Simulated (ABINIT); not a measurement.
# Br (Cmce) in ABINIT: a series of runs, part 2 of 2

ABINIT 10.8.3 (patched build). Earlier steps stand in the parts before.

## (3) Single point, PBE

run.abi reads:

```
# Pseudopotentials
pp_dirpath "./"
pseudos "Br.upf"

# Structure
acell 3*1.0
rprim
     6.3556213886    -4.3889834107     0.0000000000
     6.3556213886     4.3889834107     0.0000000000
     0.0000000000     0.0000000000    16.4449636543
ntypat 1
znucl 35
natom 4
typat 1 1 1 1
xcart
     6.3556213886     1.1841477242     6.4151803216
     6.3556213886     3.2048356865    14.6376621487
     6.3556213886    -1.1841477242    10.0297833328
     6.3556213886    -3.2048356865     1.8073015056
chkprim 0
chksymtnons 0
tolsym 1.0e-6

# Plane-wave basis
ecut 18.0

# k points
kptopt 1
ngkpt 5 5 2
nshiftk 1
shiftk 0.0 0.0 0.0

# Exchange and correlation
ixc 11

# Bands and occupations
nband 18
occopt 3
tsmear 0.05 eV

# SCF cycle
nstep 100
tolvrs 1.0e-10

# Output
iomode 3
prtwf 0
prteig 0
prtebands 0
enunit 1
prtden 1
prtvha 1
prtvclmb 1
prtpot 1
prtelf 1
```

Potentials or basis: PseudoDojo NC SR PBE v0.4.1 standard.

Command:

```bash
$ abinit run.abi > log 2>&1
```

run.abo:

```text
.Version 10.8.3 of ABINIT
 Symmetries : space group Cm c a (# 64); Bravais oC (1-face-center ortho.)
================================================================================
 Values of the parameters that define the memory need of the present run
     intxc =       0    ionmov =       0      iscf =       7    lmnmax =       6
     lnmax =       6     mgfft =      64  mpssoang =       3    mqgrid =    3141
     natom =       4  nloc_mem =       1    nspden =       1   nspinor =       1
    nsppol =       1      nsym =       8    n1xccc =    2501    ntypat =       1
    occopt =       3   xclevel =       2
       mpw =        3359          nfft =       57600          nkpt =          18
================================================================================
================================================================================

--------------------------------------------------------------------------------
------------- Echo of variables that govern the present computation ------------
--------------------------------------------------------------------------------
 -outvars: echo values of preprocessed input variables --------
            acell      1.0000000000E+00  1.0000000000E+00  1.0000000000E+00 Bohr
              amu      7.99040000E+01
          chkprim           0
      chksymtnons           0
             ecut      1.80000000E+01 Hartree
           enunit           1
              ixc          11
         kptrlatt        5    0    0      0    5    0      0    0    2
          kptrlen      3.28899273E+01
            natom           4
            nband          18
            ngfft          30      30      64
             nkpt          18
            nstep         100
             nsym           8
           ntypat           1
           occopt           3
        prtebands           0
           prteig           0
           prtelf           1
           prtpot           1
         prtvclmb           1
           prtvha           1
            prtwf           0
            rprim      6.3556213886E+00 -4.3889834107E+00  0.0000000000E+00
                       6.3556213886E+00  4.3889834107E+00  0.0000000000E+00
                       0.0000000000E+00  0.0000000000E+00  1.6444963654E+01
[... 162 lines left out ...]
    4      0.00000000000000     0.00822920843375     0.01506268807446
 frms,max,avg= 9.9096660E-03 1.5062688E-02   0.000E+00  0.000E+00  0.000E+00 h/b

 cartesian forces (eV/Angstrom) at end:
    1      0.00000000000000     0.42316291164422    -0.77455456306517
    2      0.00000000000000    -0.42316291164422    -0.77455456306517
    3     -0.00000000000000    -0.42316291164422     0.77455456306517
    4      0.00000000000000     0.42316291164422     0.77455456306517
 frms,max,avg= 5.0957552E-01 7.7455456E-01   0.000E+00  0.000E+00  0.000E+00 e/A
 length scales=  1.000000000000  1.000000000000  1.000000000000 bohr
              =  0.529177210544  0.529177210544  0.529177210544 angstroms
 Fermi (or HOMO) energy (eV) =   1.14450   Average Vxc (eV)=  -8.02504
 Eigenvalues (   eV  ) for nkpt=  18  k points:
 kpt#   1, nband= 18, wtk=  0.02000, kpt=  0.0000  0.0000  0.0000 (reduced coord)
 -15.76054  -15.44728  -12.92531  -12.25799   -4.75821   -3.76217   -1.96778   -1.96579
  -1.48999   -1.44995   -0.74568   -0.16551    0.11586    0.15658    2.04391    2.78562
   6.16568    6.85694
 prteigrs : prtvol=0 or 1, do not print more k-points.

--- !EnergyTerms
iteration_state     : {dtset: 1, }
comment             : Components of total free energy in Hartree
kinetic             :  1.73887652865276E+01
hartree             :  8.78056803862616E+00
xc                  : -2.06108883090739E+01
Ewald energy        : -4.38990270690364E+01
psp_core            :  1.42202272077021E+00
local_psp           : -3.46914774260582E+01
non_local_psp       :  8.68737399758211E+00
internal            : -6.29226627606625E+01
'-kT*entropy'       : -1.85637722466989E-10
total_energy        : -6.29226627608481E+01
total_energy_eV     : -1.71221288001104E+03
band_energy         : -5.53025230451100E+00
...

 Cartesian components of stress tensor (hartree/bohr^3)
  sigma(1 1)= -2.71175978E-05  sigma(3 2)=  0.00000000E+00
  sigma(2 2)= -3.01435659E-05  sigma(3 1)=  0.00000000E+00
  sigma(3 3)= -9.01617696E-05  sigma(2 1)=  0.00000000E+00

-Cartesian components of stress tensor (GPa)         [Pressure=  1.4458E+00 GPa]
- sigma(1 1)= -7.97827274E-01  sigma(3 2)=  0.00000000E+00
- sigma(2 2)= -8.86854328E-01  sigma(3 1)=  0.00000000E+00
- sigma(3 3)= -2.65265084E+00  sigma(2 1)=  0.00000000E+00

== END DATASET(S) ==============================================================
================================================================================

 -outvars: echo values of variables after computation  --------
            acell      1.0000000000E+00  1.0000000000E+00  1.0000000000E+00 Bohr
           etotal     -6.2922662761E+01
            fcart      1.5472648445E-19  8.2292084338E-03 -1.5062688074E-02
                       6.0112103159E-21 -8.2292084338E-03 -1.5062688074E-02
                      -4.2766965868E-19 -8.2292084338E-03  1.5062688074E-02
                       2.6693196391E-19  8.2292084338E-03  1.5062688074E-02
            rprim      6.3556213886E+00 -4.3889834107E+00  0.0000000000E+00
                       6.3556213886E+00  4.3889834107E+00  0.0000000000E+00
                       0.0000000000E+00  0.0000000000E+00  1.6444963654E+01
           strten     -2.7117597846E-05 -3.0143565918E-05 -9.0161769561E-05
                       0.0000000000E+00  0.0000000000E+00  0.0000000000E+00
           xangst      3.3632499977E+00  6.2662398956E-01  3.3947672277E+00
                       3.3632499977E+00  1.6959260088E+00  7.7459172247E+00
                       3.3632499977E+00 -6.2662398956E-01  5.3075327664E+00
                       3.3632499977E+00 -1.6959260088E+00  9.5638276936E-01
             xred      3.6510000000E-01  6.3490000000E-01  3.9010000000E-01
                       1.3490000000E-01  8.6510000000E-01  8.9010000000E-01
                       6.3490000000E-01  3.6510000000E-01  6.0990000000E-01
                       8.6510000000E-01  1.3490000000E-01  1.0990000000E-01
 Calculation completed.
```

It took 24 s on 1 thread of Arm Neoverse V2, shared host; peak memory 0.08 GiB.

What came out:

* Free energy: -1712.2129 eV
* Pressure: 1.4 GPa
* Largest force: 0.883 eV/Å
* Band gap on the k mesh: 1.87 eV, indirect (least direct gap 1.89 eV)
* Valence electrons inside the program's atomic spheres: Br 4.17 (radii [1.0584] Å)

Forces in eV/Å, atoms in the order of the input:
```
Br   0.000  0.423 -0.775
Br   0.000 -0.423 -0.775
Br   0.000 -0.423  0.775
Br   0.000  0.423  0.775
```

Caveat: an odd mesh through Γ misses points on the zone boundary, where band edges often lie.
